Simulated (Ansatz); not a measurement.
# MoS2 (F-43m): single point from an input typed as a dict

The task is a single point from an input typed as a dict, for MoS2 (F-43m).

Computed with the Python package of Ansatz 0.2.0. Level of theory: DFT PBEsol, plane waves, PAW.

## Step 1: Starting point

It takes space group F-43m (No. 216, cubic). Conventional cell: a = 9.599 Å, b = 9.599 Å, c = 9.599 Å, α = 90.00°, β = 90.00°, γ = 90.00°. Around Mo (site symmetry 3m) lie 6 S at 2.37 to 2.51 Å. Around S (site symmetry 3m) lie 3 Mo at 2.37 Å. Around S (site symmetry 3m) lie 3 Mo at 2.51 Å.

No structure file is read: the coordinates are typed or built in the script.

## Step 2: The script

Contents of deck_mos2.py:

```python
import warnings

import ansatz as az


def main() -> None:
    warnings.simplefilter('ignore', az.DeckWarning)

    settings = {
        'crystal': {
            'lattice': [[0.0, 4.7996, 4.7996], [4.7996, 0.0, 4.7996], [4.7996, 4.7996, 0.0]],
            'atoms': [
                {'symbol': 'Mo', 'position': [0.141152, 0.141152, 0.141152]},
                {'symbol': 'Mo', 'position': [0.141152, 0.141152, 0.576543]},
                {'symbol': 'Mo', 'position': [0.141152, 0.576543, 0.141152]},
                {'symbol': 'Mo', 'position': [0.576543, 0.141152, 0.141152]},
                {'symbol': 'S', 'position': [0.844726, 0.385091, 0.385091]},
                {'symbol': 'S', 'position': [0.385091, 0.385091, 0.844726]},
                {'symbol': 'S', 'position': [0.385091, 0.844726, 0.385091]},
                {'symbol': 'S', 'position': [0.881522, 0.355433, 0.881522]},
                {'symbol': 'S', 'position': [0.355433, 0.881522, 0.881522]},
                {'symbol': 'S', 'position': [0.881522, 0.881522, 0.881522]},
                {'symbol': 'S', 'position': [0.881522, 0.881522, 0.355433]},
                {'symbol': 'S', 'position': [0.385091, 0.385091, 0.385091]},
            ],
        },
        'kpoints': {'mp_grid': {'kspacing': 0.3}},
        'hamiltonian': {'xc': 'pbesol'},
        'scf': {'occupations': {'method': 'fermi_dirac', 'width': 0.15}},
        'basis': {'ecutwfc': '470 eV'},
        'output': {'forces': True},
    }

    done = az.Session.from_dict(settings).plan(threads=1).execute()
    r = done.report

    n_atoms = len(r['lattice']['sites'])
    print('F =', round(r['free_energy_ev'], 4), 'eV for', n_atoms, 'atoms')
    print('E(sigma -> 0) =', round(r['energy_sigma0_ev'], 4), 'eV, TS =', round(r['entropy_ts_ev'], 5), 'eV')
    print('closed by', r['closed_by'], 'after', r['n_iterations'], 'iterations')

    print('forces (eV/A)')
    for site, force in zip(done.lattice.sites, r['forces_ev_ang']):
        print(f'  {site.symbol:2s} {force[0]:9.4f} {force[1]:9.4f} {force[2]:9.4f}')

    print('energy terms (eV)')
    for term, value in r['components'].items():
        if abs(value) > 1e-9:
            print(f'  {term:26s} {value:16.5f}')

    used = r['setup']
    print('cutoffs (eV):', used['ecut_ev'], used['ecutrho_ev'], ' FFT grid:', used['fft_dense'])
    print('cell volume {:.3f} A^3, {} symmetry operations'.format(used['cell_volume_ang3'], used['n_sym_ops']))


if __name__ == '__main__':
    main()
```

## Step 3: Launch

Run with:

```
$ python deck_mos2.py
```

What it wrote:

```text
F = -26677.6645 eV for 12 atoms
E(sigma -> 0) = -26677.4014 eV, TS = 0.52622 eV
closed by deck_thresholds after 7 iterations
forces (eV/A)
  Mo    0.3153    0.3153    0.3153
  Mo   -0.3153   -0.3153    0.3153
  Mo   -0.3153    0.3153   -0.3153
  Mo    0.3153   -0.3153   -0.3153
  S    -0.1459    0.1459    0.1459
  S     0.1459    0.1459   -0.1459
  S     0.1459   -0.1459    0.1459
  S    -0.1299    0.1299   -0.1299
  S     0.1299   -0.1299   -0.1299
  S     0.1299    0.1299    0.1299
  S    -0.1299   -0.1299    0.1299
  S    -0.1459   -0.1459   -0.1459
energy terms (eV)
  e_band                           -674.65971
  e_kinetic                        2611.81177
  e_local                         -7347.33378
  e_nonlocal                        805.56684
  e_hartree                        2741.55481
  e_xc                            -1495.91268
  e_vxc                           -1609.44894
  e_paw                          -17247.17206
  e_vpaw                           -618.36378
  e_augmentation_tail                 0.00006
  e_ewald                         -6746.98600
  e_core_change                       1.33279
  e_smearing                         -0.52622
cutoffs (eV): 470.0 1880.0  FFT grid: [48, 48, 48]
cell volume 221.129 A^3, 24 symmetry operations
```

Wall time 5.9 s (1 thread of Intel Xeon Platinum 8488C (Sapphire Rapids), shared host); peak memory 0.53 GiB.

Lines on the test bed's own set-up are left out of the output.

## Step 4: What the engine kept of the run

The report of the run holds:

```csv
item,value
SCF cycles in all,7
k-points solved,8
plane waves,5029
bands,65
valence electrons,104
free energy (eV),-26677.66447
Fermi level (eV),9.905
"lowest empty less highest filled level on the mesh, by band count (eV)",-0.421
```

## Step 5: Again, from the shell

The engine's input of that run, saved to a file, gives the whole log.

Contents of input.yaml:

```yaml
crystal:
  lattice:
    - [0.0, 4.7996, 4.7996]
    - [4.7996, 0.0, 4.7996]
    - [4.7996, 4.7996, 0.0]
  atoms:
    - { symbol: Mo, position: [0.141152, 0.141152, 0.141152] }
    - { symbol: Mo, position: [0.141152, 0.141152, 0.576543] }
    - { symbol: Mo, position: [0.141152, 0.576543, 0.141152] }
    - { symbol: Mo, position: [0.576543, 0.141152, 0.141152] }
    - { symbol: S, position: [0.844726, 0.385091, 0.385091] }
    - { symbol: S, position: [0.385091, 0.385091, 0.844726] }
    - { symbol: S, position: [0.385091, 0.844726, 0.385091] }
    - { symbol: S, position: [0.881522, 0.355433, 0.881522] }
    - { symbol: S, position: [0.355433, 0.881522, 0.881522] }
    - { symbol: S, position: [0.881522, 0.881522, 0.881522] }
    - { symbol: S, position: [0.881522, 0.881522, 0.355433] }
    - { symbol: S, position: [0.385091, 0.385091, 0.385091] }
kpoints:
  mp_grid: { kspacing: 0.3 }
hamiltonian:
  xc: pbesol
scf:
  occupations: { method: fermi_dirac, width: 0.15 }
basis:
  ecutwfc: "470 eV"
output:
  forces: true
```

Run with:

```
$ ansatz run input.yaml --threads 1 --pin off --max-ram 3072MiB --backend cpu --events-out ev --progress --plain --runs-dir out
```

What it wrote, cut to the lines that bear on the results:

```text
Warning: RAYON_NUM_THREADS=1 ignored (pool sized by the plan → 1); use --threads N
band count auto-derived: 65 (N_el = 104.0; filled up to band 52; 64 by the electrons, moments and atoms)
[...]
Pseudopotentials: kind: paw
Pseudopotential: Mo, paw, valence charge 14, recommended cutoff 420 eV (normal), Mo.paw.azcp
Pseudopotential: S, paw, valence charge 6, recommended cutoff 420 eV (normal), S.paw.azcp
Functional definition: PBEsol
[...]
Crystal: 12 atoms, lattice volume = 221.129 Å³
Basis set: ecut = 470 eV, 5029 PW (Γ), exchange–correlation on 96×96×96 points (8 copies of the dense FFT grid, shifted against one another)
Bands: 65, of which v1, the nominal top of the filled ones, is band 52 counted from 1 (51 counted from 0)
Symmetry: 24 space group operations
Space group: F-43m (ITA 216), of the structure as read, at distance tolerance 6.0e-5 Å
k-points: 8 of 64 (time reversal used)
[...]
SCF iter   1: F=—  HF=-26677.671252 eV  |F-HF|=—  |Δ(HF+E_count)|=         —  Δρ=6.24e-3  dr2=6.62e-2  ethr=1.77e-3  ⟨swp⟩=6.4  Hψ=1959  notcnv=0
[...]
SCF iter   7: F=-26677.664470 eV  HF=-26677.664470 eV  |F-HF|=1.02e-10  |Δ(HF+E_count)|=   6.08e-8  Δρ=3.43e-6  dr2=2.03e-8  ethr=2.13e-10  ⟨swp⟩=4.5  Hψ=1793  notcnv=0
[...]
SCF converged after 7 iterations
Free energy (F): -26677.664470 eV
[...]
E sigma→0 (E₀):  -26677.401362 eV
Entropy (-TS):   -0.526215 eV (-43.851 meV/atom)
Fermi energy:    9.904608 eV
[...]
--- Forces (eV/Å), atoms counted from 1 ---
  atom   1  Mo     0.31534988     0.31534988     0.31534988
  atom   2  Mo    -0.31534988    -0.31534988     0.31534988
  atom   3  Mo    -0.31534988     0.31534988    -0.31534988
  atom   4  Mo     0.31534988    -0.31534988    -0.31534988
  atom   5  S     -0.14590543     0.14590543     0.14590543
  atom   6  S      0.14590543     0.14590543    -0.14590543
  atom   7  S      0.14590543    -0.14590543     0.14590543
  atom   8  S     -0.12994660     0.12994660    -0.12994660
[...]
```

Wall time 5.7 s (1 thread of Intel Xeon Platinum 8488C (Sapphire Rapids), shared host); peak memory 0.52 GiB.

Script and command line differ by 0.000 meV in the energy.

## Step 6: Outcome

| quantity | value |
| --- | --- |
| free energy | -26677.6645 eV (-2223.1387 eV/atom) |
| gap on the mesh | none |
| largest force | 0.546 eV/Å |

What this shows: The mesh shows no gap. Forces reach 0.55 eV/Å, so the atoms aren't at rest. What to keep in mind:
- The run is spin-unpolarised.
- The energy terms are those on the plane-wave grid, with the one-centre PAW part apart; e_band, e_vxc and e_vpaw aren't summands of the total.
- The mesh is modest for a metal, so energies can be off by several to tens of meV an atom and pressures by half a GPa or more; differences at equal mesh fare better.
- The structure comes from a database of computed cells and needn't be a stable or known phase.
- Levels are Kohn-Sham eigenvalues on this mesh, without spin-orbit coupling.
